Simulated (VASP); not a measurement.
# CdS (F-43m): a series in biaxial strain in the (111) plane

How do the elastic response and the band edges of CdS follow biaxial strain in the (111) plane?

Main program and level: VASP 6.6.1; LDA; plane waves and PAW (Cd, S); cell typed or built by script, in the first sound run; inputs show where later runs differ.

Report form: the programs' logs are mostly left out.

**1. The starting structure**

It takes space group F-43m (No. 216, cubic). The conventional cell has a = 5.820 Å, b = 5.820 Å, c = 5.820 Å, α = 90.00°, β = 90.00°, γ = 90.00°. Nearest to Cd lie 4 S at 2.52 Å. S has 4 Cd at 2.52 Å nearest. Farther neighbours and most contacts between anions are not listed.

**2. Relax the crystal, LDA**

The series starts from the cell that this level prefers, so that zero strain is near zero stress.

This step took 2 runs in a row; the last is shown.

Level: LDA; plane waves and PAW (Cd, S); cell typed or built by script.

Input file INCAR:

```
SYSTEM = CdS
PREC = Accurate
ENCUT = 450
EDIFF = 1E-07
NELM = 120
ISMEAR = 0
SIGMA = 0.02
LREAL = .FALSE.
ALGO = Normal
GGA = CA
NBANDS = 15
LASPH = .TRUE.
LORBIT = 11
LWAVE = .FALSE.
LCHARG = .FALSE.
KPAR = 16
IBRION = 2
NSW = 40
ISIF = 3
EDIFFG = -0.005
POTIM = 0.4
```

Input file POSCAR:

```
CdS
1.0
    0.0000000000      2.8843989598      2.8843989598
    2.8843989598      0.0000000000      2.8843989598
    2.8843989598      2.8843989598      0.0000000000
Cd S
1 1
Direct
    0.0000000000      0.0000000000      0.0000000000
    0.2500000000      0.2500000000      0.2500000000
```

Input file KPOINTS:

```
Automatic mesh
0
Gamma
9 9 9
0 0 0
```

PAW data sets: Cd and S (LDA family, release 64).

Run with:

```console
mpirun -np 16 vasp_std
```

It took 4.8 s on 16 MPI ranks of AMD EPYC 7R43, shared host; peak memory 2.3 GiB.

This run gave:

```
energy(sigma→0) of the program : -7.4068 eV
stress, compression positive   : 0.01 along [111], 0.01 across it (mean), GPa
volume                         : 47.966 Å³
ionic steps                    : 2
```

**3. Strain along the normal, LDA**

One member in full: the plane is strained by 2 %, and the strain along the normal is moved by secant steps until the normal stress is under 0.012 GPa or five steps are spent; the atoms relax at each step.

This step took 4 runs, each at a new trial strain with the atoms of the one before; the last is shown.

Level: LDA; plane waves and PAW (Cd, S); cell typed or built by script.

INCAR, as its differences from that of step 2:

```diff
@@ -15,7 +15,7 @@
 LCHARG = .FALSE.
-KPAR = 16
-IBRION = 2
-NSW = 40
-ISIF = 3
-EDIFFG = -0.005
-POTIM = 0.4
+KPAR = 4
+IBRION = 1
+NSW = 25
+ISIF = 2
+EDIFFG = -0.004
+POTIM = 0.3
```

Input file POSCAR:

```
CdS
1.0
   -0.0743645300      2.8671200080      2.8671200080
    2.8671200080     -0.0743645300      2.8671200080
    2.8671200080      2.8671200080     -0.0743645300
Cd S
1 1
Direct
    0.9970977746      0.9970977746      0.9970977746
    0.2529022254      0.2529022254      0.2529022254
```

KPOINTS is that of step 2.

Run with:

```console
mpirun -np 4 vasp_std
```

Elapsed: 14 s, on 4 MPI ranks; peak memory 0.54 GiB; 53 s of CPU time.

This run gave:

- energy(sigma→0) of the program: -7.3951 eV
- stress, compression positive: 0.01 along [111], -2.12 across it (mean), GPa
- ionic steps: 1

**4. Band edges, HSE06**

Short lines in KPOINTS_OPT sample the zone centre along and across the normal of the plane, for masses, and the other valleys.

Level: HSE06; plane waves and PAW (Cd, S); cell typed or built by script.

Input file INCAR:

```
SYSTEM = CdS
PREC = Accurate
ENCUT = 450
EDIFF = 1E-06
NELM = 100
ISMEAR = 0
SIGMA = 0.02
LREAL = .FALSE.
ALGO = Normal
LHFCALC = .TRUE.
AEXX = 0.25
GGA = PE
HFSCREEN = 0.2
LASPH = .TRUE.
NBANDS = 14
PRECFOCK = Fast
LWAVE = .FALSE.
LCHARG = .FALSE.
KPAR = 4
```

POSCAR is that of step 3.

Input file KPOINTS:

```
Automatic mesh
0
Gamma
5 5 5
0 0 0
```

Input file KPOINTS_OPT:

```
Line mode
6
Line-mode
Reciprocal
  0.00000000   0.00000000   0.00000000
  0.02600377   0.02600377   0.02600377

  0.00000000   0.00000000   0.00000000
 -0.01655167   0.01655167   0.00000000

  0.31000000   0.31000000   0.00000000
  0.50000000   0.50000000   0.00000000

  0.00000000   0.31000000   0.31000000
  0.00000000   0.50000000   0.50000000

  0.45000000   0.45000000   0.45000000
  0.50000000   0.50000000   0.50000000

  0.45000000   0.00000000   0.00000000
  0.50000000   0.00000000   0.00000000

  0.42500000   0.42500000   0.00000000
  0.42440823   0.44781582   0.02281582

  0.50000000   0.50000000   0.50000000
  0.48344833   0.51655167   0.50000000
```

Run with:

```console
mpirun -np 4 vasp_std
```

The job ended after 7.4 min (4 MPI ranks; peak memory 0.98 GiB).

Numbers from this step:

| Quantity | Value |
| --- | --- |
| energy(sigma→0) of the program | -7.6307 eV |

**5. The table**

Hybrid runs start from orbitals of a short LDA run, not shown.

Runs beyond LDA use the data sets made with LDA; this shifts their levels slightly, and their total energies have another zero.

The other members went through these steps as far as the tables show, with the same cutoff and, step by step, the same mesh; 43 runs are not shown. The session took 6.0 core hours (wall time by ranks) on a shared machine.

```tsv
in-plane strain (%)	strain along the normal (%)	in-plane stress, tension positive (GPa)	energy above the unstrained row (meV/atom)	gap on the mesh, LDA (eV)
-2.000	1.934	-2.161	7.005	0.932
-1.500	1.455	-1.616	4.036	0.945
-1.000	0.971	-1.077	1.882	0.955
-0.500	0.489	-0.537	0.537	0.961
0	0.000	-0.007	0.000	0.965
0.500	-0.467	0.531	0.254	0.928
1.000	-0.938	1.066	1.313	0.891
1.500	-1.398	1.596	3.163	0.855
2.000	-1.868	2.117	5.816	0.821
```

Slopes at zero strain, from cubics through all rows: strain ratio -0.955, stress over strain 107 GPa.

Band edges at HSE06, counted from the valence-band top at Γ, with one row partly withheld:

```tsv
in-plane strain (%)	gap (eV)	conduction band at Γ (eV)	Δ or X valley along z (eV)	Δ or X valley along x (eV)	lowest conduction level at L, [111] (eV)	lowest conduction level at L, [-111] (eV)	second valence level below the top (eV)	third valence level below the top (eV)
-2.000	2.244	2.245	4.263	4.263	4.430	4.068	0.000	0.181
-1.500	2.258	2.258	4.310	4.310	4.368	4.099	0.000	0.132
-1.000	2.267	2.268	4.350	4.350	4.306	4.130	0.000	0.085
-0.500	2.273	2.273	4.383	4.383	4.246	4.158	0.000	0.041
0	2.276	2.276	4.410	4.410	4.186	4.186	0.000	0.000
0.500	2.237	2.237	4.391	4.391	4.090	4.174	0.037	0.037
1.000	2.197	2.198	4.368	4.368	3.999	4.163	0.072	0.072
1.500	2.158	2.159	4.341	4.341	?	4.152	0.104	0.104
2.000	2.119	2.119	4.310	4.310	3.826	4.143	0.133	0.133
```

Conduction masses, in electron masses:

```tsv
in-plane strain (%)	conduction mass at Γ, along the strain axis or the normal of the plane	conduction mass at Γ, across the strain axis or in the plane
-2.000	0.157	0.181
-1.500	0.160	0.179
-1.000	0.165	0.176
-0.500	0.167	0.173
0	0.172	0.172
0.500	0.174	0.169
1.000	0.177	0.166
1.500	0.179	0.165
2.000	0.181	0.162
```

**6. A fit to the known rows**

The quantity to fit is the splitting of the lowest conduction levels at the L points ([111] less [-111]) at HSE06: 0.362, 0.268, 0.177, 0.088, 0.000, -0.083, -0.164, -0.317 eV in the rows shown.

A least-squares parabola through the 8 rows shown, with d the strain along the axis less the strain across it, in %: E = 0.001288 d² + 0.08697 d − 2.58e-5 (eV), r.m.s. residual 2.8e-4 eV.

At d = -2.898 this predicts -0.2413 eV.

**7. The withheld row**

The calculation gives -0.2414 eV, so the prediction is 0.0001 eV too high.

The splitting is Ξu times 8/9 of d, with d as a fraction, so the linear term gives Ξu = 9.8 eV.

**8. Outcome**

| Item | Value |
| --- | --- |
| ratio of normal to in-plane strain | -0.955 |
| biaxial modulus | 107 GPa |
| gap of the unstrained cell, HSE06 | 2.28 eV |
| shear deformation potential Ξu of the lowest conduction levels at L | 9.8 eV |
| error of the predicted row | 0.1 meV |

**Reading.** As a check, the curvature of the energy gives 107 GPa for the same modulus (energy per volume = M × strain²), 0 % from the slope of the stress. At HSE06 the lowest conduction valley is Γ throughout, and the gap runs between 2.12 and 2.28 eV. Hole masses are left out throughout, since the top bands are degenerate or cross in many series; of conduction masses, those of the Γ, L and (for Si and Ge under (001) strain) Δ valleys are kept where they change by under an eighth between rows. HSE06 ran on a coarser mesh than the semilocal levels. Spin-orbit coupling is left out at HSE06, so the valence splittings there lack it. Δ or X levels are the lowest on their line, refined by a parabola unless they lie at X; the gap is read from all points sampled and can differ from the lowest valley by some meV, or by tens of meV where strain moves the valence top off Γ. Temperature, zero-point motion and excitons are left out.

[Lines on the potential files, build, host, timing and source positions are cut from VASP's logs without a mark.]

[Logs are printed without paths, hosts, clocks, repeated set-up lines and the standing remarks that a program may print on its own settings, such as how far it seeks lower states.]

[Hosts, paths, dates, database ids (printed as entryN), source tags and the programs' standing remarks are cut or masked in the printed files.]

[In band tables of VASP the shares of atoms and orbitals are scaled to a sum of 1 inside the atoms' spheres.]
